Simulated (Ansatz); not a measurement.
# AlN: from a guess to a relaxed structure, part 2 of 2

The task: take a trial cell of AlN to zero force and stress.

Ansatz 0.2.0; DFT PBE, scalar-relativistic, plane waves, PAW. The steps go on from the part before.

### Step 4. Final relaxation

The end of the coarse run is made exact in the group found at a tolerance of 0.06 Å and reduced to its primitive cell.

File input.yaml:

```yaml
crystal:
  lattice:
    - [-3.2897664819, 3.2897664819, 2.0542098614]
    - [3.2897664819, -3.2897664819, 2.0542098614]
    - [3.2897664819, 3.2897664819, -2.0542098614]
  atoms:
    - { symbol: Al, position: [0.3528855332, 0.8528855332, 0.2057710664] }
    - { symbol: Al, position: [0.6471144668, 0.1471144668, 0.7942289336] }
    - { symbol: Al, position: [0.8528855332, 0.6471144668, 0.5] }
    - { symbol: Al, position: [0.1471144668, 0.3528855332, 0.5] }
    - { symbol: "N", position: [0.3495649139, 0.1504350861, 0.5] }
    - { symbol: "N", position: [0.6504350861, 0.8495649139, 0.5] }
    - { symbol: "N", position: [0.8495649139, 0.3495649139, 0.1991298278] }
    - { symbol: "N", position: [0.1504350861, 0.6504350861, 0.8008701722] }
basis:
  ecutwfc: 420
kpoints:
  mp_grid: { grid: [8, 8, 8] }
hamiltonian:
  xc: pbe
scf:
  occupations: { method: gaussian, width: 0.02 }
output:
  forces: true
  stress: true
  eigenvalues: true
relax:
  adjacent_minimum: "off"
  f_tol: 0.01
  max_steps: 80
  cell: { stress_tol: 0.05 }
```

Run with:

```sh
$ ansatz run input.yaml --threads 1 --pin off --max-ram 2560MiB --backend cpu --events-out ev --progress --plain --runs-dir out
```

Standard output:

```text
Warning: RAYON_NUM_THREADS=1 ignored (pool sized by the plan → 1); use --threads N
Engine: ansatz 0.2.0, x86_64-unknown-linux-gnu
Pseudopotentials: kind: paw
Pseudopotential: Al, paw, valence charge 3, recommended cutoff 420 eV (normal), Al.paw.azcp
Pseudopotential: N, paw, valence charge 5, recommended cutoff 420 eV (normal), N.paw.azcp
Functional definition: PBE
  parameter kappa = 0.804
  parameter beta = 0.06672455060314922
  exchange = pbe_x(kappa = kappa, mu = beta*pi^2/3)
  correlation = pbe_c(beta = beta)
Crystal: 8 atoms, lattice volume = 88.927 Å³
Basis set: ecut = 420 eV, 1735 PW (Γ), exchange–correlation on 72×72×72 points (8 copies of the dense FFT grid, shifted against one another)
Bands: 24, of which v1, the nominal top of the filled ones, is band 16 counted from 1 (15 counted from 0)
Symmetry: 16 space group operations
Space group: I4/mcm (ITA 140), of the structure as read, at distance tolerance 4.5e-5 Å
k-points: 59 of 512
Non-local potential: Al, projectors of the file, l = 0: 2, l = 1: 2, l = 2: 1
Non-local potential: N, projectors of the file, l = 0: 2, l = 1: 2, l = 2: 1
PAW form: soft (Blöchl's): semilocal exchange-correlation on the pseudo side does not see the compensation charge
PAW one-centre angular grid: Al, 110 points (default); XC on 64 Gauss nodes
PAW one-centre angular grid: N, 110 points (default); XC on 64 Gauss nodes
Initial density: superposition of atomic densities (neutral atoms: chi_scale 0, normalization atom), corrected by the library's trained network
Initial wavefunctions: pseudopotential atomic-orbital guess
Functional: x = pbe(κ = 0.804, μ = 0.2195149727645171), c = pbe(β = 0.06672455060314922)
SCF iter   1: F=—  HF=-3695.154969 eV  |F-HF|=—  |Δ(HF+E_count)|=         —  Δρ=3.86e-3  dr2=1.96e-2  ethr=1.77e-3  ⟨swp⟩=7.5  Hψ=8453  notcnv=0  defer=3
preconditioner: auto → none  [insulator: Δε(μ)=2.165 eV  Ē_g=12.991 eV  σ=0.020 eV  W_gap=1.00  n_scr=16 (ndim 8)  ℏωp=22.3 eV  f_vac=0.021  D(μ)=0.00/eV (n_scr^D=0)  ε∞_Penn≈3.9]
SCF iter   2: F=—  HF=-3695.154939 eV  |F-HF|=—  |Δ(HF+E_count)|=   2.97e-5  Δρ=1.72e-3  dr2=2.37e-3  ethr=6.14e-5  ⟨swp⟩=2.3  Hψ=2883  notcnv=0  defer=132
SCF iter   3: F=—  HF=-3695.156403 eV  |F-HF|=—  |Δ(HF+E_count)|=   1.46e-3  Δρ=6.90e-4  dr2=5.68e-4  ethr=7.40e-6  ⟨swp⟩=2.0  Hψ=2366  notcnv=0  defer=132
SCF iter   4: F=—  HF=-3695.157367 eV  |F-HF|=—  |Δ(HF+E_count)|=   9.65e-4  Δρ=2.10e-4  dr2=4.81e-5  ethr=1.78e-6  ⟨swp⟩=2.0  Hψ=2484  notcnv=0  defer=132
SCF iter   5: F=—  HF=-3695.157095 eV  |F-HF|=—  |Δ(HF+E_count)|=   2.72e-4  Δρ=5.33e-5  dr2=2.33e-6  ethr=1.50e-7  ⟨swp⟩=2.0  Hψ=2053  notcnv=0  defer=132
SCF iter   6: F=-3695.157103 eV  HF=-3695.157103 eV  |F-HF|=2.04e-9  |Δ(HF+E_count)|=   7.95e-6  Δρ=9.03e-6  dr2=4.33e-8  ethr=3.13e-10  ⟨swp⟩=9.7  Hψ=8651  notcnv=0
SCF 1 converged in 6 iterations: F = -3695.157103 eV  dr2 = 4.33e-8
relax step   1: F+E_penalty+E_count = -3695.15710276 eV  Δ(F+E_penalty+E_count) = +0.000e0 eV  max|allowed force component| = 3.377e-3 eV/Å  Δτ_max = 0.0000 Å  P = +0.114 GPa  Ω = 88.927 Å³  (6 SCF iters, dr2 threshold 1.00e-7 eV, accepted)
Crystal: 8 atoms, lattice volume = 88.953 Å³
Initial density: handed on by an earlier stage of this run
Initial wavefunctions: those handed on with the density
iter 1 solved again at ethr=1.38e-8 eV; its pass at ethr=3.10e-3 eV (dr2=4.42e-6 eV) is discarded
SCF iter   1: F=—  HF=-3695.157392 eV  |F-HF|=—  |Δ(HF+E_count)|=         —  Δρ=6.44e-5  dr2=4.47e-6  ethr=1.38e-8  ⟨swp⟩=2.9  Hψ=7391  notcnv=0
preconditioner: auto → none  [insulator: Δε(μ)=2.211 eV  Ē_g=12.978 eV  σ=0.020 eV  W_gap=1.00  n_scr=16 (ndim 8)  ℏωp=22.3 eV  f_vac=0.046  D(μ)=0.00/eV (n_scr^D=0)  ε∞_Penn≈3.9]
SCF iter   2: F=—  HF=-3695.157063 eV  |F-HF|=—  |Δ(HF+E_count)|=   3.30e-4  Δρ=3.10e-5  dr2=5.70e-7  ethr=1.38e-8  ⟨swp⟩=2.0  Hψ=2324  notcnv=0
SCF iter   3: F=-3695.157062 eV  HF=-3695.157062 eV  |F-HF|=2.32e-8  |Δ(HF+E_count)|=   1.76e-7  Δρ=8.60e-6  dr2=5.44e-8  ethr=4.76e-10  ⟨swp⟩=5.9  Hψ=5531  notcnv=0
SCF 2 converged in 3 iterations: F = -3695.157062 eV  dr2 = 5.44e-8
relax step   2: F+E_penalty+E_count = -3695.15706241 eV  Δ(F+E_penalty+E_count) = +4.035e-5 eV  max|allowed force component| = 1.639e-3 eV/Å  Δτ_max = 0.0001 Å  P = +0.061 GPa  Ω = 88.953 Å³  energy of the carried Pulay correction = -6.822e-5 eV  (3 SCF iters, dr2 threshold 1.52e-7 eV, accepted)
Crystal: 8 atoms, lattice volume = 88.991 Å³
iter 1 solved again at ethr=5.15e-8 eV; its pass at ethr=3.10e-3 eV (dr2=1.65e-5 eV) is discarded
SCF iter   1: F=—  HF=-3695.157336 eV  |F-HF|=—  |Δ(HF+E_count)|=         —  Δρ=1.39e-4  dr2=1.75e-5  ethr=5.15e-8  ⟨swp⟩=2.3  Hψ=7771  notcnv=0
preconditioner: auto → none  [insulator: Δε(μ)=2.206 eV  Ē_g=12.974 eV  σ=0.020 eV  W_gap=1.00  n_scr=16 (ndim 8)  ℏωp=22.3 eV  f_vac=0.046  D(μ)=0.00/eV (n_scr^D=0)  ε∞_Penn≈3.9]
SCF iter   2: F=—  HF=-3695.157002 eV  |F-HF|=—  |Δ(HF+E_count)|=   3.34e-4  Δρ=6.41e-5  dr2=2.57e-6  ethr=5.15e-8  ⟨swp⟩=2.0  Hψ=2203  notcnv=0
SCF iter   3: F=—  HF=-3695.157002 eV  |F-HF|=—  |Δ(HF+E_count)|=   7.53e-7  Δρ=2.27e-5  dr2=3.92e-7  ethr=8.04e-9  ⟨swp⟩=2.0  Hψ=2148  notcnv=0
SCF iter   4: F=-3695.157001 eV  HF=-3695.157001 eV  |F-HF|=2.30e-8  |Δ(HF+E_count)|=   1.14e-7  Δρ=7.80e-6  dr2=4.78e-8  ethr=2.32e-10  ⟨swp⟩=4.7  Hψ=4908  notcnv=0
SCF 3 converged in 4 iterations: F = -3695.157001 eV  dr2 = 4.78e-8
relax step   3: F+E_penalty+E_count = -3695.15700145 eV  Δ(F+E_penalty+E_count) = +6.096e-5 eV  max|allowed force component| = 2.410e-3 eV/Å  Δτ_max = 0.0001 Å  P = -0.016 GPa  Ω = 88.991 Å³  energy of the carried Pulay correction = -1.621e-4 eV  (4 SCF iters, dr2 threshold 7.43e-8 eV, accepted)
Initial wavefunctions: pseudopotential atomic-orbital guess (no wavefunctions were taken with the density)
iter 1 solved again at ethr=6.66e-8 eV; its pass at ethr=3.10e-3 eV (dr2=2.13e-5 eV) is discarded
SCF iter   1: F=—  HF=-3695.157482 eV  |F-HF|=—  |Δ(HF+E_count)|=         —  Δρ=1.03e-5  dr2=5.45e-8  ethr=6.66e-8  ⟨swp⟩=3.7  Hψ=12936  notcnv=0
preconditioner: auto → none  [insulator: Δε(μ)=2.209 eV  Ē_g=12.976 eV  σ=0.020 eV  W_gap=1.00  n_scr=16 (ndim 8)  ℏωp=22.3 eV  f_vac=0.046  D(μ)=0.00/eV (n_scr^D=0)  ε∞_Penn≈3.9]
SCF iter   2: F=—  HF=-3695.157154 eV  |F-HF|=—  |Δ(HF+E_count)|=   3.28e-4  Δρ=4.65e-6  dr2=9.10e-9  ethr=1.70e-10  ⟨swp⟩=3.0  Hψ=2727  notcnv=0
SCF iter   3: F=—  HF=-3695.157154 eV  |F-HF|=—  |Δ(HF+E_count)|=   1.48e-9  Δρ=1.25e-6  dr2=1.19e-9  ethr=2.84e-11  ⟨swp⟩=2.5  Hψ=2488  notcnv=0
SCF iter   4: F=—  HF=-3695.157154 eV  |F-HF|=—  |Δ(HF+E_count)|=  5.91e-12  Δρ=5.07e-7  dr2=1.72e-10  ethr=3.70e-12  ⟨swp⟩=2.1  Hψ=2276  notcnv=0
SCF iter   5: F=-3695.157154 eV  HF=-3695.157154 eV  |F-HF|=3.64e-12  |Δ(HF+E_count)|=  2.91e-11  Δρ=1.41e-7  dr2=7.72e-12  ethr=1.00e-12  ⟨swp⟩=5.4  Hψ=5024  notcnv=0
SCF 4 converged in 5 iterations: F = -3695.157154 eV  dr2 = 7.72e-12
relax step   4: F+E_penalty+E_count = -3695.15715391 eV  Δ(F+E_penalty+E_count) = -1.525e-4 eV  max|allowed force component| = 2.437e-3 eV/Å  Δτ_max = 0.0000 Å  P = -0.013 GPa  Ω = 88.991 Å³  stress off target by 3.05e-2 GPa  SCF on the basis re-selected at this cell (its energy is not comparable with the rows above)  (5 SCF iters)
basis re-selected at this cell: Δ(F+E_penalty+E_count) = -1.525e-4 eV, ΔP = +0.002 GPa vs the last step (what re-selecting the basis moved, of the pressure what is left beyond the Pulay correction that the steps carried, after the strain that the cell walked since its last selection, with what the two solves' SCF thresholds leave and, on support functions, any second-order correction that the steps lacked; it is no measure of the basis error at this ecutwfc). This SCF's stress stands 3.05e-2 GPa from its target on what of the cell is left free (relax.cell.stress_tol is 5.00e-2 GPa) and its largest allowed force component is 2.44e-3 eV/Å (relax.f_tol is 1.00e-2 eV/Å): within both
SCF converged after 5 iterations
Free energy (F): -3695.157154 eV
Harris-Foulkes:  -3695.157154 eV  (|F-HF|=3.64e-12)
Internal energy: -3695.157154 eV  (E = F + TS)
E sigma→0 (E₀):  -3695.157154 eV
Fermi energy:    8.562729 eV
--- Per-component energies (eV) ---
  E_band       = 39.183931
  E_kinetic    = 640.795790
  E_local      = -1146.317931  (includes V_loc(G=0)·N_el)
  E_nonlocal   = 218.608591
  E_hartree    = 425.658822
  E_xc         = -408.343414
  E_vxc        = -433.413234  (∫ρ·V_xc dr)
  E_paw        = -2379.310357  (= ΣΔE_a)
  E_vpaw       = -91.807368  (= ΣTr[D̂ρ^β])
  E_aug_tail   = 0.000390  (compensation charges beyond the density's cutoff)
  E_ewald      = -1046.249043
  E_smearing   = -0.000000  (= −TS)
  E_closure    = 0.000000  (closes the sum)
  Σ components = -3695.157154   (vs F -3695.157154, Δ=0.00e0)
--- Forces (eV/Å), atoms counted from 1 ---
  atom   1  Al     0.00243668     0.00243668     0.00000000
  atom   2  Al    -0.00243668    -0.00243668     0.00000000
  atom   3  Al    -0.00243668     0.00243668    -0.00000000
  atom   4  Al     0.00243668    -0.00243668     0.00000000
  atom   5  N     -0.00056815     0.00056815     0.00000000
  atom   6  N      0.00056815    -0.00056815     0.00000000
  atom   7  N      0.00056815     0.00056815     0.00000000
  atom   8  N     -0.00056815    -0.00056815     0.00000000
  max |Σ_I F_I| component: 3.47e-18 eV/Å
--- Stress (GPa, compression-positive) ---
       -0.030498      -0.000000      -0.000000
       -0.000000      -0.030498       0.000000
       -0.000000      -0.000000       0.020868
  P = ⅓ Tr σ = -0.0134 GPa (-0.134 kbar)
--- Band table (eV; the first three rows and the last of 59) ---
  k-point 0: bands = ["-9.1402", "-6.3608", "-5.7434", "-5.7434", "0.8740", "1.8468", "2.4769", "2.8771", "2.8771", "2.8820", "2.8820", "4.2730", "6.0561", "6.2014", "6.2014", "7.4583", "9.6671", "13.2209", "13.2209", "13.3877", "15.2861", "15.9980", "15.9980", "16.1096"]
  k-point 1: bands = ["-9.0837", "-6.4889", "-5.7402", "-5.7370", "0.9235", "1.9617", "2.1307", "2.8741", "2.8782", "2.9660", "3.3468", "4.1669", "5.9259", "6.0762", "6.2879", "7.3402", "9.9268", "13.0239", "13.4258", "13.5534", "15.4292", "15.6553", "15.9123", "16.0296"]
  k-point 2: bands = ["-8.9265", "-6.8015", "-5.7325", "-5.7311", "0.9957", "1.7700", "2.3523", "2.8555", "2.8950", "3.1630", "3.9137", "4.0513", "5.3033", "6.1842", "6.4249", "6.9954", "10.4291", "12.9340", "13.9882", "14.0398", "14.2312", "15.5363", "15.6801", "16.3396"]
  k-point 58: bands = ["-7.8095", "-7.2692", "-7.2692", "-5.4422", "0.8655", "1.6768", "2.2720", "3.7851", "3.7851", "4.4478", "4.6278", "4.6278", "4.8805", "5.2499", "5.2499", "6.3583", "11.9368", "12.6216", "13.3370", "13.5523", "14.1866", "14.1866", "15.8190", "17.2633"]
--- Relaxed structure (3 steps of the walk, 3 accepted, 1 SCFs on fresh bases) ---
  F+E_penalty+E_count = -3695.15715391 eV   max|allowed force component| = 2.437e-3 eV/Å   (the final SCF, on the basis selected at the relaxed cell)
  cell:  # Å, volume = 88.9907 Å³
    - [-3.28956421881461, 3.28956421881461, 2.0559285206729743]
    - [3.28956421881461, -3.28956421881461, 2.0559285206729743]
    - [3.28956421881461, 3.28956421881461, -2.0559285206729743]
  atoms:
    - { symbol: Al, position: [0.352862049412852, 0.852862049412852, 0.20572409882570403] }
    - { symbol: Al, position: [0.6471379505871478, 0.14713795058714804, 0.7942759011742959] }
    - { symbol: Al, position: [0.852862049412852, 0.647137950587148, 0.5] }
    - { symbol: Al, position: [0.14713795058714801, 0.352862049412852, 0.5] }
    - { symbol: N, position: [0.34956406151483943, 0.15043593848516054, 0.5] }
    - { symbol: N, position: [0.6504359384851606, 0.8495640615148393, 0.5] }
    - { symbol: N, position: [0.8495640615148394, 0.34956406151483943, 0.19912812302967883] }
    - { symbol: N, position: [0.15043593848516051, 0.6504359384851606, 0.8008718769703211] }
```

Wall time 29 s (1 thread of Intel Xeon Platinum 8259CL at 2.50GHz (Skylake/Cascade Lake), shared host); peak memory 0.48 GiB.

The steps of the relaxation:

```csv
step,energy from step 1 (eV/cell),largest force component (eV/Å),pressure (GPa),volume (Å³)
1,0.0000,0.0034,0.11,88.93
2,0.0000,0.0016,0.06,88.95
3,0.0001,0.0024,-0.02,88.99
4,-0.0001,0.0024,-0.01,88.99
```

Step 1 is the start. Step 4 repeats the geometry before it on a plane-wave basis chosen anew for that cell, so its energy need not be comparable with the rows above.

Lengths and angles in the start's conventional setting:

|  | before | after | change |
| --- | --- | --- | --- |
| a (Å) | 6.580 | 6.579 | 0.0 % |
| b (Å) | 6.580 | 6.579 | 0.0 % |
| c (Å) | 4.108 | 4.112 | +0.1 % |
| volume (Å³/atom) | 11.12 | 11.12 | +0.1 % |
| shortest distance (Å) | 1.884 | 1.883 | 0.0 % |
| space group (0.01 Å) | I4/mcm | I4/mcm | same |

The run keeps the 16 symmetry operations of the start, so it could not have lowered the symmetry.

### Step 5. Summary of results

The summary covers parts 1 to 2. Changes of volume or cell count from the first structure of part 1.

```
                                                              quantity                                                                      value
                                symmetry at the end (tolerance 0.02 Å)                                               space group I4/mcm (No. 140)
                                                     conventional cell  a = 6.579 Å, b = 6.579 Å, c = 4.112 Å, α = 90.00°, β = 90.00°, γ = 90.00°
                                                                volume                                                              11.12 Å³/atom
energy over the elements (uncorrected; H, N, O, F and Cl as molecules)                                                              -1.14 eV/atom
                                                       gap on the mesh                                                                    2.21 eV
```

What this shows: The space group I4/mcm (No. 140) is kept, and the volume per atom grows by 15.9 % from the first guess. A negative formation energy is needed for stability but isn't enough; other structures and compounds were not set against it here. No finished test with a distortion of lower symmetry is shown, so the end may be a saddle point.
